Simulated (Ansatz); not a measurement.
Reactions of `CC(C)(C)[O][Ge][F]`.

Computed with Ansatz on PBE0-D4/def2-TZVP structures; ΔE is electronic, products minus reactants. CBS: MP2 limit from def2 TZ/QZ plus the TZ coupled-cluster correction, frozen cores. This one scheme is used for every species. Functionals use def2-TZVPP. B3LYP here is the variant with VWN-RPA as its local correlation; programs differ in this. Elements past krypton have def2 core potentials. For Ge, In, Nb outer-core shells are correlated without core-valence functions, which leaves a few kJ/mol of doubt a bond. Scalar relativity is left out up to krypton. Each species was taken in one conformer, which may not be the lowest.

```csv
reaction,ωB97M-V (kJ/mol),B3LYP-D4 (kJ/mol),r2SCAN-D4 (kJ/mol),CCSD(T)/CBS(def2) (kJ/mol)
`CC(C)(C)[O][Ge][F]` + `CC(N)F` → `CNC(C)F` + `CC(C)[O][Ge][F]`,44,39,44,47
`CC(C)(C)[O][Ge][F]` + H–F → `[F][Ge][F]` + `CC(C)(C)O`,-28,-22,-27,-17
`CC(C)(C)[O][Ge][F]` + `[CH3][Nb](=[NH])([F])[Cl]` → `CC(C)(C)[N]=[Nb]([CH3])([F])[Cl]` + `[OH][Ge][F]`,-38,-39,-39,-46
`CC(C)(C)[O][Ge][F]` + `BSB` → `BSBC` + `CC(C)[O][Ge][F]`,-39,-41,-43,-35
`CC(C)(C)[O][Ge][F]` + `[SH][InH2]` → `C[S][InH2]` + `CC(C)[O][Ge][F]`,39,33,36,38
`CC(C)(C)[O][Ge][F]` + `C[O][GeH]([F])[SH]` → `C[O][GeH]([F])[S]C` + `CC(C)[O][Ge][F]`,28,22,26,29
`CC(C)(C)[O][Ge][F]` + H₂S → `[F][Ge][SH]` + `CC(C)(C)O`,6,7,0,6
```

Largest T1 diagnostic: 0.020, for `[CH3][Nb](=[NH])([F])[Cl]`.
